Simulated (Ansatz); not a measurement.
The system is Sn.

```xyz
2
Lattice="-2.9401 2.9401 1.5993 2.9401 -2.9401 1.5993 2.9401 2.9401 -1.5993" Properties=species:S:1:pos:R:3 pbc="T T T"
Sn    0.0000    0.0000    0.0000
Sn    0.0000    2.9401    0.7997
```

| Property | Result |
| --- | --- |
| Program | Ansatz 0.2.0 |
| Task | relaxation of cell and atoms |
| Functional | RPBE |
| Dispersion | D3(BJ) |
| Potentials or basis | Ansatz PAW |
| Cutoff | 420 eV (not typed: the program's choice for these potentials) |
| k mesh | 9 × 9 × 9 |
| Occupations | fermi-dirac, width 0.05 eV |
| Spin | no spin polarisation |

At the start: volume 27.65 Å³/atom.

How do energy, volume and symmetry change on relaxing?

It ends after 7 steps and the volume is 21.90 Å³/atom (-20.8 %); space group I4_1/amd (No. 141, to 0.05 Å).

Step by step:
| step | energy change (eV) | largest force (eV/Å) | volume (Å³) |
| --- | --- | --- | --- |
| 1 | 0.0000 | 0.0000 | 55.30 |
| 2 | -0.5114 | 0.0000 | 48.12 |
| 3 | -0.6243 | 0.0000 | 42.77 |
| 4 | -0.6323 | 0.0000 | 44.02 |
| 5 | -0.6329 | 0.0000 | 43.81 |
| 6 | -0.6329 | 0.0000 | 43.80 |
| 7 | -0.6303 | 0.0000 | 43.80 |

Final structure:
```cif
data_structure
_symmetry_space_group_name_H-M 'P 1'
_symmetry_Int_Tables_number 1
_cell_length_a 4.1395
_cell_length_b 4.1395
_cell_length_c 4.1395
_cell_angle_alpha 97.139
_cell_angle_beta 97.139
_cell_angle_gamma 138.715
_cell_volume 43.80
loop_
_atom_site_label
_atom_site_type_symbol
_atom_site_fract_x
_atom_site_fract_y
_atom_site_fract_z
_atom_site_occupancy
Sn1 Sn 0.00000 0.00000 0.00000 1
Sn2 Sn 0.75000 0.25000 0.50000 1
```

Caveat: the volume moved by over 15 % at a fixed basis, so the end points are rough; the plane-wave basis is chosen anew once the cell has moved, so the energies of steps on either side of that aren't comparable; the PAW data sets come from PBE, with cores solved anew for the run's functional, which leaves a small shift of forces and pressure.
